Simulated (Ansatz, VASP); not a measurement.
**Two plane-wave programs on Fe**

```
CELL_PARAMETERS angstrom
-1.38080 1.38080 1.38080
1.38080 -1.38080 1.38080
1.38080 1.38080 -1.38080
ATOMIC_POSITIONS crystal
Fe 0.00000 0.00000 0.00000
```

Alike in both runs: task single point; functional PBE; k mesh 16 × 16 × 16; occupations methfessel-paxton of order 1, width 1 eV; no spin polarisation.

|  | VASP | Ansatz |
| --- | --- | --- |
| version | VASP 6.6.1 | Ansatz 0.2.0 |
| potentials or method | VASP PAW PBE potentials, release 64 (Fe) | plane waves (420 eV) with PAW, scalar-relativistic |
| plane-wave cutoff (eV) | 520 | 420 |
| valence electrons in the cell | 8 | 16 |

```tsv
	VASP	Ansatz	Ansatz less VASP
pressure (GPa)	2.0	2.5	+0.55
```

The two sets of potentials don't hold the same shells in valence.

Caveats: the run has no spin polarisation, though such a crystal can be magnetic. Spin polarisation is off, so any magnetic state and its effect on volume and gap are missing.
